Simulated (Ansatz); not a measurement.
BP:

```
CELL_PARAMETERS angstrom
0.00000 2.26900 2.26900
2.26900 0.00000 2.26900
2.26900 2.26900 0.00000
ATOMIC_POSITIONS crystal
P 0.75000 0.75000 0.75000
B 0.00000 0.00000 0.00000
```

Program: Ansatz 0.2.0. Alike in all runs: potentials or basis all-electron LAPW, scalar-relativistic; no spin polarisation; cell as given; k mesh 10 × 10 × 10; basis error allowed 0.001 eV/atom.

Q: Order these runs on this cell by their pressure, lowest first.
A. level LDA; cutoff (eV) 283; smearing gaussian 0.05 eV
B. level PBE; cutoff (eV) 281; smearing gaussian 0.027 eV
C. level PBEsol; cutoff (eV) 281; smearing gaussian 0.1 eV
D. level BLYP; cutoff (eV) 283; smearing fermi-dirac 0.05 eV

A: A (-5.2 GPa), C (-2.0 GPa), B (1.1 GPa), D (6.1 GPa).
